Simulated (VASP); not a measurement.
A run of VASP 6.6.1 is set up as follows.

The input INCAR:

```
SYSTEM = KI
PREC = Accurate
ENCUT = 600
EDIFF = 1E-6
ISMEAR = -1
SIGMA = 0.05
LREAL = .FALSE.
LASPH = .TRUE.
NELM = 80
ALGO = Fast
ISIF = 3
LWAVE = .FALSE.
LCHARG = .FALSE.
GGA = CX
LUSE_VDW = .TRUE.
AGGAC = 0.0
IBRION = 2
NSW = 40
EDIFFG = -0.005
```

The input KPOINTS:

```
regular mesh
0
G
  7 7 7
  0 0 0
```

File POSCAR:

```
KI
1.0
    0.0000000000      3.5327750000      3.5327750000
    3.5327750000      0.0000000000      3.5327750000
    3.5327750000      3.5327750000      0.0000000000
I K
1 1
Direct
    0.5000000000      0.5000000000      0.5000000000
    0.0000000000      0.0000000000      0.0000000000
```

Potentials or basis: VASP PAW PBE potentials, release 64 (I, K_sv).

Launch:

```sh
$ cat potpaw_PBE.64/I/POTCAR potpaw_PBE.64/K_sv/POTCAR > POTCAR
$ mpirun -np 1 vasp_std > vasp.out
```

**Question.** Estimate the band gap on the k mesh.

**Answer.** 4.02 eV, direct.

Final structure:
```xyz
2
Lattice="0.0000 3.5328 3.5328 3.5328 0.0000 3.5328 3.5328 3.5328 0.0000" Properties=species:S:1:pos:R:3 pbc="T T T"
I     3.5328    3.5328    3.5328
K     0.0000    0.0000    0.0000
```

Caveat: the relaxation stopped at its first step, so nothing moved; spin-orbit coupling is left out, which moves the levels of the heavy elements; an odd mesh through Γ misses points on the zone boundary, where band edges often lie.
